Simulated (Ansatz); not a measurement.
# The Mo2COS MXene bilayer (AA) between two gates, part 3 of 3

Aim: screening and gap of the neutral Mo2COS MXene bilayer (AA) between oppositely charged gates.

Ansatz 0.2.0; plane-wave DFT, PBE-D3(BJ), Ansatz PAW.

So far. Step 6 (Gated layer, displacement field 3.62 V/nm): Of the bands kept, 4 cross the Fermi level on this path.

### Step 7. Gated layer, displacement field -3.62 V/nm

Contents of input.yaml:

```yaml
crystal:
  lattice:
    - [3.139374894, 0.0, 0.0]
    - [-1.569687447, 2.7187784102, 0.0]
    - [0.0, 0.0, 55.8712612665]
  atoms:
    - { symbol: S, position: [0.3333333333, 0.6666666667, 0.3874979642] }
    - { symbol: Mo, position: [0.6666666667, 0.3333333333, 0.4172003718] }
    - { symbol: C, position: [0.0, 0.0, 0.436998189] }
    - { symbol: Mo, position: [0.3333333333, 0.6666666667, 0.4564211418] }
    - { symbol: O, position: [0.6666666667, 0.3333333333, 0.4761688377] }
    - { symbol: S, position: [0.3333333333, 0.6666666667, 0.5239023916] }
    - { symbol: Mo, position: [0.6666666667, 0.3333333333, 0.5534832702] }
    - { symbol: C, position: [0.0, 0.0, 0.5733549483] }
    - { symbol: Mo, position: [0.3333333333, 0.6666666667, 0.5929171979] }
    - { symbol: O, position: [0.6666666667, 0.3333333333, 0.6125020358] }
  periodic: [true, true, false]
  symmetry: { detect: true }
kpoints:
  mp_grid: { grid: [30, 30, 1] }
  band_path:
    path: [[0, 0, 0], [0.5, 0, 0], [0.33333333, 0.33333333, 0], [0, 0, 0]]
    npoints: 16
hamiltonian:
  xc: pbe
  dispersion: d3bj
scf:
  occupations: { method: fermi_dirac, width: 0.05 }
  convergence: { dr2_threshold: 1.0e-10 }
output:
  forces: true
  eigenvalues: true
  dos: { projected: true, e_range: [-3, 3], de: 0.01 }
  write_potential: true
  write_density: true
  volumetric_format: npy
  elf: true
external_charges:
  - { charge: 0, barrier: 10, axis: 3, height: 38.721, sigma: 0.25 }
  - { charge: 0.017071, axis: 3, height: 40.221, sigma: 0.5 }
  - { charge: 0, barrier: 10, axis: 3, height: 17.15, sigma: 0.25 }
  - { charge: -0.017071, axis: 3, height: 15.65, sigma: 0.5 }
```

Launch:

```console
$ ansatz run input.yaml --threads 4 --pin off --max-ram 6144MiB --backend cpu --events-out ev --progress --plain --runs-dir out
```

Numbers of over 12 decimals in the logs are rounded to 6 here.

Output:

```text
[...]
Crystal: 10 atoms, lattice volume = 476.876 Å³
Basis set: ecut = 420 eV, 9235 PW (Γ), exchange–correlation on 48×48×750 points (8 copies of the dense FFT grid, shifted against one another)
Bands: 54, of which v1, the nominal top of the filled ones, is band 44 counted from 1 (43 counted from 0)
Symmetry: 6 space group operations
[...]
k-points: 91 of 900 (time reversal used)
[...]
--- Band table (eV; the first three rows and the last of 91) ---
  k-point 0: bands = [... 40 lower, -6.5500, -6.4793, -6.4793, -6.4374, -6.4374, -6.4002, -5.3064, -5.3064, ... 6 higher]
  k-point 1: bands = [... 40 lower, -6.7237, -6.6823, -6.4524, -6.4081, -6.2816, -6.2156, -5.2906, -5.2885, ... 6 higher]
  k-point 2: bands = [... 40 lower, -6.9456, -6.9164, -6.3918, -6.3419, -6.1145, -6.0296, -5.2441, -5.2269, ... 6 higher]
  k-point 90: bands = [... 40 lower, -6.3877, -6.2439, -6.2186, -6.1598, -5.8035, -5.7312, -4.5843, -4.4607, ... 6 higher]
[key lines of the parts left out:]
SCF converged after 16 iterations
Free energy (F): -23269.478721 eV
Fermi energy:    -5.626888 eV
```

Wall time 2.4 min (4 threads of Intel Xeon Platinum 8259CL at 2.50GHz (Skylake/Cascade Lake), shared host); peak memory 2.1 GiB.

The density of states has structure finer than the step of the table below, so its rows give means over 0.1 eV, whole bins alone (the curve runs from -3 to 1.69 eV). Peaks (eV: height): -2.98: 14.0, 0.37: 15.8, 1.18: 33.5, 1.27: 15.4, 1.42: 21.4, 1.50: 21.7, 1.66: 14.8.

Density of states against energy, zero at the Fermi level; means over each step:

energy (eV), density of states (states/eV a cell) and a bar from the least value:
```
     -2.9        8.8 ###########
     -2.8        7.5 #########
     -2.7        7.5 #########
     -2.6        7.2 #########
     -2.5        6.2 #######
     -2.4        5.8 ######
     -2.3        2.7 #
     -2.2        2.3 
     -2.1        4.1 ###
     -2.0        4.7 ####
     -1.9        5.0 #####
     -1.8        5.0 #####
     -1.7        3.9 ###
     -1.6        3.4 ##
     -1.5        2.9 #
     -1.4        2.6 #
     -1.3        2.3 
     -1.2        2.1 
     -1.1        2.7 #
     -1.0        2.9 #
     -0.9        3.6 ###
     -0.8        4.8 #####
     -0.7        6.0 #######
     -0.6        4.5 ####
     -0.5        4.0 ###
     -0.4        3.5 ##
     -0.3        3.2 ##
     -0.2        3.2 ##
     -0.1        3.7 ###
      0.0        4.2 ###
      0.1        4.7 ####
      0.2        5.3 #####
      0.3        5.6 ######
      0.4       12.8 ##################
      0.5        9.9 #############
      0.6        7.8 #########
      0.7        2.4 
      0.8        2.3 
      0.9        2.4 
      1.0        3.1 ##
      1.1        6.1 #######
      1.2       20.1 ##############################
      1.3        7.3 #########
      1.4       14.7 #####################
      1.5       16.3 ########################
      1.6        7.2 ########
```

There is no gap.

### Step 8. Gated layer, displacement field 5.43 V/nm

input.yaml: that of step 7 with these lines changed.

```diff
@@ -39,4 +39,4 @@
   - { charge: 0, barrier: 10, axis: 3, height: 38.721, sigma: 0.25 }
-  - { charge: 0.017071, axis: 3, height: 40.221, sigma: 0.5 }
+  - { charge: -0.025606, axis: 3, height: 40.221, sigma: 0.5 }
   - { charge: 0, barrier: 10, axis: 3, height: 17.15, sigma: 0.25 }
-  - { charge: -0.017071, axis: 3, height: 15.65, sigma: 0.5 }
+  - { charge: 0.025606, axis: 3, height: 15.65, sigma: 0.5 }
```

Output:

```text
[...]
Crystal: 10 atoms, lattice volume = 476.876 Å³
Basis set: ecut = 420 eV, 9235 PW (Γ), exchange–correlation on 48×48×750 points (8 copies of the dense FFT grid, shifted against one another)
Bands: 54, of which v1, the nominal top of the filled ones, is band 44 counted from 1 (43 counted from 0)
Symmetry: 6 space group operations
[...]
k-points: 91 of 900 (time reversal used)
[...]
--- Band table (eV; the first three rows and the last of 91) ---
  k-point 0: bands = [... 40 lower, -6.7611, -6.7367, -6.7367, -6.6518, -6.6518, -6.6231, -5.5258, -5.5258, ... 6 higher]
  k-point 1: bands = [... 40 lower, -6.9636, -6.8991, -6.7094, -6.6223, -6.5090, -6.4388, -5.5099, -5.5085, ... 6 higher]
  k-point 2: bands = [... 40 lower, -7.1990, -7.1252, -6.6474, -6.5559, -6.3411, -6.2532, -5.4661, -5.4597, ... 6 higher]
  k-point 90: bands = [... 40 lower, -6.6287, -6.4941, -6.4451, -6.3857, -6.0446, -5.9468, -4.8323, -4.6979, ... 6 higher]
[key lines of the parts left out:]
SCF converged after 15 iterations
Free energy (F): -23269.398841 eV
Fermi energy:    -5.860223 eV
```

Wall time 2.3 min (4 threads); peak memory 2.1 GiB; 9 min of CPU time.

Running mean over a fixed 2.5 Å (it still follows the layers) of the planar mean; beyond a gate it holds the 10 eV model barrier. The electron's electrostatic potential energy less the Fermi level by z:

z (Å), electron's electrostatic potential energy less the Fermi level (eV) and a bar from the least value:
```
        6       12.5 ########################
        8       12.5 ########################
       10       12.5 ########################
       12       12.5 ########################
       14       12.5 ########################
       16       12.2 ########################
       18        5.5 ##################
       20        3.0 ################
       22       -8.3 ######
       24      -15.2 #
       26      -11.4 ####
       28        0.2 ##############
       30      -11.1 ####
       32      -15.7 
       34       -8.4 ######
       36        6.5 ###################
       38       10.1 ######################
       40       18.5 #############################
       42       19.2 ##############################
       44       19.2 ##############################
       46       19.2 ##############################
       48       19.2 ##############################
       50       19.2 ##############################
```

There is no gap.

### Step 9. The series together

This step: plane-wave DFT, PBE-D3(BJ), Ansatz PAW; response to a displacement field between two gates (Ansatz 0.2.0).

The potential behind each gate is read from every run and counted from the uncharged case.

Numbers from this step:

```
electrostatic distance between the gates : 10.50 Å
geometric distance between the gates     : 24.57 Å
```

Electron's potential behind the upper gate less behind the lower, less the value without field. The step of the electron's potential energy between the gates by displacement field D/eps0:

```
displacement field D/eps0 (V/nm)  step of the electron's potential energy between the gates (eV)
                           -3.62                                                           -3.80
                           -1.81                                                           -1.90
                            0.00                                                               0
                            1.81                                                            1.90
                            3.62                                                            3.80
                            5.43                                                            5.69
```

By hand: 5.43 V/nm over the 24.57 Å between the sheets would give 13.34 V in vacuum; the run has 5.69 V, as over 10.49 Å.

### Step 10. The same run with other settings

This step: plane-wave DFT, PBE-D3(BJ), Ansatz PAW (Ansatz 0.2.0).

A run with a changed input: it repeats the earlier run at 1.81 V/nm with scf.convergence.dr2_threshold from 1e-10 to 1e-06 and basis.ecutrho_ratio to 6.

input.yaml: that of step 8 with these lines changed.

```diff
@@ -28,3 +28,3 @@
   occupations: { method: fermi_dirac, width: 0.05 }
-  convergence: { dr2_threshold: 1.0e-10 }
+  convergence: { dr2_threshold: 1.0e-06 }
 output:
@@ -32,3 +32,2 @@
   eigenvalues: true
-  dos: { projected: true, e_range: [-3, 3], de: 0.01 }
   write_potential: true
@@ -36,7 +35,8 @@
   volumetric_format: npy
-  elf: true
 external_charges:
   - { charge: 0, barrier: 10, axis: 3, height: 38.721, sigma: 0.25 }
-  - { charge: -0.025606, axis: 3, height: 40.221, sigma: 0.5 }
+  - { charge: -0.008535, axis: 3, height: 40.221, sigma: 0.5 }
   - { charge: 0, barrier: 10, axis: 3, height: 17.15, sigma: 0.25 }
-  - { charge: 0.025606, axis: 3, height: 15.65, sigma: 0.5 }
+  - { charge: 0.008535, axis: 3, height: 15.65, sigma: 0.5 }
+basis:
+  ecutrho_ratio: 6
```

Output:

```text
Warning: scf.convergence.dr2_threshold = 1e-6 eV is looser than this run's default, which is 1e-7 eV or tighter. The error in the forces grows as the threshold's square root, so leave the key out unless less accurate forces are enough
[...]
Crystal: 10 atoms, lattice volume = 476.876 Å³
Basis set: ecut = 420 eV, 9235 PW (Γ), exchange–correlation on 54×54×960 points (8 copies of the dense FFT grid, shifted against one another)
Bands: 54, of which v1, the nominal top of the filled ones, is band 44 counted from 1 (43 counted from 0)
Symmetry: 6 space group operations
[...]
k-points: 91 of 900 (time reversal used)
[...]
SCF iter   1: F=—  HF=-23284.779097 eV  |F-HF|=—  |Δ(HF+E_count)|=         —  Δρ=9.82e-2  dr2=6.16e1  ethr=3.10e-3  ⟨swp⟩=15.0  Hψ=39130  notcnv=0  defer=3
[...]
SCF iter  11: F=-23269.476818 eV  HF=-23269.476818 eV  |F-HF|=3.96e-7  |Δ(HF+E_count)|=   2.10e-8  Δρ=1.05e-5  dr2=7.55e-7  ethr=1.14e-9  ⟨swp⟩=35.0  Hψ=85930  notcnv=0
SCF 1 converged in 11 iterations: F = -23269.476818 eV  dr2 = 7.55e-7
  Residual-converged pass: ⟨swp⟩=1.1  Hψ=5310  notcnv=0  max |occ|·‖R‖ = 7.1e-9 eV (tolerance 1.0e-8 eV)  dr2=7.55e-7  dr2_onsite=3.03e-8  max |Δocc| = 5.0e-10
[...]
SCF converged after 11 iterations
Free energy (F): -23269.476818 eV
[...]
Internal energy: -23269.442088 eV  (E = F + TS)
E sigma→0 (E₀):  -23269.459453 eV
Entropy (-TS):   -0.034730 eV (-3.473 meV/atom)
Fermi energy:    -5.758420 eV
[...]
--- Forces (eV/Å), atoms and charges each counted from 1 ---
  atom   1  S     -0.00000000     0.00000000     0.00190863
  atom   2  Mo     0.00000000     0.00000000     0.03773882
  atom   3  C     -0.00000000    -0.00000000    -0.02192175
  atom   4  Mo     0.00000000     0.00000000    -0.00373603
  atom   5  O      0.00000000     0.00000000    -0.01475354
  atom   6  S     -0.00000000    -0.00000000     0.00168899
  atom   7  Mo     0.00000000     0.00000000     0.00127387
  atom   8  C     -0.00000000    -0.00000000    -0.01179985
  atom   9  Mo    -0.00000000     0.00000000     0.07660727
  atom  10  O      0.00000000     0.00000000    -0.06746344
  external charge   1     0.00000000     0.00000000     0.00002240
  external charge   2     0.00000000     0.00000000    -0.00077248
  external charge   3     0.00000000     0.00000000    -0.00022999
  external charge   4     0.00000000     0.00000000     0.00077194
  max |Σ_I F_I| component, the external charges' with the atoms': 6.65e-4 eV/Å
--- Band table (eV; the first three rows and the last of 91) ---
  k-point 0: bands = [... 40 lower, -6.6671, -6.6237, -6.6237, -6.5594, -6.5594, -6.5270, -5.4297, -5.4297, ... 6 higher]
  k-point 1: bands = [... 40 lower, -6.8560, -6.8074, -6.5966, -6.5300, -6.4066, -6.3444, -5.4135, -5.4119, ... 6 higher]
  k-point 2: bands = [... 40 lower, -7.0881, -7.0349, -6.5353, -6.4635, -6.2394, -6.1580, -5.3662, -5.3581, ... 6 higher]
  k-point 90: bands = [... 40 lower, -6.5234, -6.3847, -6.3469, -6.2880, -5.9394, -5.8527, -4.7240, -4.5957, ... 6 higher]
```

It took 2.2 min on 4 threads; peak memory 2.2 GiB.

Numbers from this step:

```
energy at zero smearing                                                             : -23269.4595 eV
potential beyond the upper barrier and gate, less the barrier, from the Fermi level : 7.195 eV
```

The electronic bands at the labelled points (eV, zero at the Fermi level):

```
  point  band 41  band 42  band 43  band 44  band 45  band 46  band 47  band 48
      Γ    -0.91    -0.87    -0.87    -0.80    -0.80    -0.77     0.33     0.33
halfway    -2.34    -2.17    -0.58    -0.53     0.07     0.27     0.78     0.83
      M    -2.01    -1.94     0.23     0.26     0.36     0.37     1.17     1.19
halfway    -1.49    -1.38    -0.01     0.02     0.20     0.22     1.14     1.22
      K    -0.77    -0.63    -0.59    -0.53    -0.18    -0.09     1.03     1.16
halfway    -1.69    -1.55    -1.15    -0.98     0.56     0.63     1.14     1.16
      Γ    -0.91    -0.87    -0.87    -0.80    -0.80    -0.77     0.33     0.33
```

Force by atom:

```
atom  x (eV/Å)  y (eV/Å)  z (eV/Å)    size
  S1    0.0000    0.0000    0.0019  0.0019
 Mo2    0.0000    0.0000    0.0377  0.0377
  C3    0.0000    0.0000   -0.0219  0.0219
 Mo4    0.0000    0.0000   -0.0037  0.0037
  O5    0.0000    0.0000   -0.0148  0.0148
  S6    0.0000    0.0000    0.0017  0.0017
 Mo7    0.0000    0.0000    0.0013  0.0013
  C8    0.0000    0.0000   -0.0118  0.0118
 Mo9    0.0000    0.0000    0.0766  0.0766
 O10    0.0000    0.0000   -0.0675  0.0675
```

```csv
quantity,this run,earlier run,difference
"potential beyond the upper barrier and gate, less the barrier, from the Fermi level (eV)",7.195,7.195,3.3e-4
```

Nothing in the table moves by 0.01 in its unit. The run took 11 SCF cycles against 15.

Of the bands kept, 4 cross the Fermi level on this path.

### Step 11. The same run with other settings

An input spoilt on purpose, to show how the run answers: it repeats the earlier run at 1.81 V/nm with kpoints.mp_grid.grid from [30, 30, 1] to [0, 30, 1], and scf.max_iter set to 80.

input.yaml: that of step 10 with these lines changed.

```diff
@@ -19,3 +19,3 @@
 kpoints:
-  mp_grid: { grid: [30, 30, 1] }
+  mp_grid: { grid: [0, 30, 1] }
   band_path:
@@ -28,3 +28,4 @@
   occupations: { method: fermi_dirac, width: 0.05 }
-  convergence: { dr2_threshold: 1.0e-06 }
+  convergence: { dr2_threshold: 1.0e-10 }
+  max_iter: 80
 output:
@@ -40,3 +41 @@
   - { charge: 0.008535, axis: 3, height: 15.65, sigma: 0.5 }
-basis:
-  ecutrho_ratio: 6
```

Output:

```text
Error: invalid value for `kpoints.mp_grid.grid`: each dimension must be in 1..=255
```

It took 0.09 s on 4 threads; peak memory 0.099 GiB.

The program refused the input before any cycle.

The program's message: “Error: invalid value for `kpoints.mp_grid.grid`: each dimension must be in 1..=255”

The fault put into the input: a zero in the mesh.

### Step 12. What came out

| Quantity | Value |
| --- | --- |
| gap with uncharged gates | none |
| electrostatic distance between the gates | 10.5 Å |
| geometric distance between the gates | 24.6 Å |
| gap at 5.43 V/nm | none |

The stack has no gap, with or without a field of 5.4 V/nm. The layers screen the field: the voltage is that of a vacuum gap 14.1 Å narrower than the real distance. The gates are charged sheets behind model barriers, not atoms. Gaps are the smaller of those on the path and on the mesh; band edges between these points would make them smaller still. The main runs have no spin polarisation; a magnetic state could lie lower and would change these results. Spin-orbit coupling is left out, which matters for the bands of elements this heavy. The MXene's terminations sit over the metal atoms of its far layer; the site over carbon or nitrogen, which some compounds prefer, was not run.

[Logs are printed without paths, hosts, clocks, repeated set-up lines and the standing remarks that a program may print on its own settings, such as how far it seeks lower states.]

[Hosts, paths, dates, database ids (printed as entryN), source tags and the programs' standing remarks are cut or masked in the printed files.]

[Maps of the electrostatic potential energy from Ansatz leave out the sawtooth potential of an applied field or a dipole correction, so their vacuum need not be flat; planar profiles and work functions include it.]
